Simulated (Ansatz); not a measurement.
An Ansatz input (plane waves, PAW) for BP that has something wrong with it:

```yaml
crystal:
  lattice:
    - [0.0, 4.27088423, 4.27088423]
    - [4.27088423, 0.0, 4.27088423]
    - [4.27088423, 4.27088423, 0.0]
  atoms:
    - { symbol: B, position: [0.0, 0.0, 0.0] }
    - { symbol: P, position: [0.75, 0.75, 0.75] }
basis:
  ecutwfc: 420
  ecutrho_ratio: 4
kpoints:
  mp_grid: { grid: [12, 12, 12] }
hamiltonian:
  xc: pbesol
scf:
  occupations: { method: gaussian, width: 0.05 }
  max_iter: 60
output:
  forces: true
  stress: true
```

Launched as:
```sh
ansatz run input.yaml --threads 4 --pin off --max-ram 4096MiB --backend cpu --events-out ev --progress --plain --runs-dir out
```

What the program printed:

```
SCF iter   1: F=—  HF=-882.624187 eV  |F-HF|=—  |Δ(HF+E_count)|=         —  Δρ=5.96e-3  dr2=2.19e-1  ethr=1.77e-3  ⟨swp⟩=6.5  Hψ=4726  notcnv=0
SCF iter   2: F=—  HF=-882.606100 eV  |F-HF|=—  |Δ(HF+E_count)|=   1.81e-2  Δρ=1.41e-3  dr2=1.09e-2  ethr=1.77e-3  ⟨swp⟩=1.1  Hψ=1160  notcnv=0
SCF iter   3: F=—  HF=-882.605605 eV  |F-HF|=—  |Δ(HF+E_count)|=   4.95e-4  Δρ=3.45e-4  dr2=6.01e-4  ethr=1.37e-4  ⟨swp⟩=2.5  Hψ=852  notcnv=0
SCF iter   4: F=—  HF=-882.605686 eV  |F-HF|=—  |Δ(HF+E_count)|=   8.04e-5  Δρ=6.13e-5  dr2=1.41e-5  ethr=7.52e-6  ⟨swp⟩=2.8  Hψ=882  notcnv=0
SCF iter   5: F=—  HF=-882.605704 eV  |F-HF|=—  |Δ(HF+E_count)|=   1.79e-5  Δρ=1.21e-5  dr2=5.03e-7  ethr=1.76e-7  ⟨swp⟩=2.7  Hψ=885  notcnv=0
SCF iter   6: F=-882.605704 eV  HF=-882.605704 eV  |F-HF|=5.65e-10  |Δ(HF+E_count)|=   3.31e-8  Δρ=2.24e-6  dr2=2.03e-8  ethr=1.95e-9  ⟨swp⟩=5.0  Hψ=2068  notcnv=0
```

```
SCF 1 converged in 6 iterations: F = -882.605704 eV  dr2 = 2.03e-8
SCF converged after 6 iterations
Free energy (F): -882.605704 eV
E sigma→0 (E₀):  -882.602423 eV
Entropy (-TS):   -0.006561 eV (-3.280 meV/atom)
Fermi energy:    -3.145181 eV
--- Forces (eV/Å), atoms counted from 1 ---
  atom   1  B      0.00000000     0.00000000     0.00000000
  atom   2  P      0.00000000     0.00000000     0.00000000
--- Stress (GPa, compression-positive) ---
       -3.472727       0.000000       0.000000
        0.000000      -3.472727       0.000000
        0.000000       0.000000      -3.472727
  P = ⅓ Tr σ = -3.4727 GPa (-34.727 kbar)
```

Task: What is wrong with it?

Result: A lattice typed in bohr. Against the sound input: crystal.lattice: changed (the cap on iterations is only a precaution).

The run converged all the same, so nothing but a comparison shows the fault. Its energy lies 5493 meV/atom from the sound one.  The run before the change (PBEsol, 420 eV, 12×12×12 mesh) gave:

| run | P (GPa) | gap on the mesh (eV) | cell moment (μB) | largest force component (eV/Å) |
| --- | --- | --- | --- | --- |
| sound | 0.0 | 1.11 | – | 0.000 |
| spoiled | -3.5 | metal | – | 0.000 |

The chain of runs began from a cell as deposited in COD, expanded in volume.

Of that run: Kohn–Sham gaps of semilocal functionals lie under measured ones, often by a third or more.
